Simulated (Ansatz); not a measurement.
V:

```
CELL_PARAMETERS angstrom
-0.07565 2.04813 1.85486
1.90213 0.02634 1.75288
1.88239 1.92639 0.04608
ATOMIC_POSITIONS crystal
V 0.00000 0.00000 0.00000
```

This isn't the form of V at room conditions, which is bcc.

The cell isn't the ideal one: cell sheared at random, sigma 0.06, atoms nudged by 0.01 Å.

- Program: Ansatz 0.2.0
- Task: relaxation of cell and atoms
- Functional: HSE03
- Potentials or basis: Ansatz PAW
- Cutoff: 420 eV (not typed: the program's choice for these potentials)
- k mesh: 6 × 6 × 6
- Occupations: fermi-dirac, width 0.05 eV
- Spin: collinear spin, ferromagnetic start
- Starting moments: [2.0] μB

At the start: volume 13.54 Å³/atom.

Q: How do energy, volume and symmetry change on relaxing?

A: It ends after 18 steps and the volume is 13.34 Å³/atom (-1.5 %); space group R-3m (No. 166, to 0.05 Å); moment 0.78 μB per cell.

The path:
```tsv
step	energy change (eV)	largest force (eV/Å)	volume (Å³)
1	0.0000	0.0000	13.54
2	-0.0813	0.0000	13.67
3	-0.1427	0.0000	13.31
4	-0.1858	0.0000	13.38
5	-0.1922	0.0000	13.35
6	-0.1924	0.0000	13.32
7	-0.1924	0.0000	13.31
8	-0.1926	0.0000	13.30
9	-0.1926	0.0000	13.31
10	-0.1927	0.0000	13.31
11	-0.1927	0.0000	13.30
12	-0.1927	0.0000	13.31
13	-0.1950	0.0000	13.31
14	-0.1952	0.0000	13.35
15	-0.1952	0.0000	13.34
16	-0.1953	0.0000	13.34
17	-0.1953	0.0000	13.34
18	-0.1953	0.0000	13.34
```

Final structure:
```
V
1.0
    -0.00399    2.12643    1.50987
     2.13327    0.03695    1.49916
     2.13646    2.09013    0.02112
V
1
Direct
  0.00000 0.00000 0.00000
```

Caveat: the k mesh is coarse (spacing up to 0.50 Å⁻¹), so the values aren't converged, least of all with exact exchange; the magnetic or orbital state may not be the lowest; the plane-wave basis is chosen anew once the cell has moved, so the energies of steps on either side of that aren't comparable; the PAW data sets come from PBE, with cores solved anew for the run's functional, which leaves a small shift of forces and pressure.
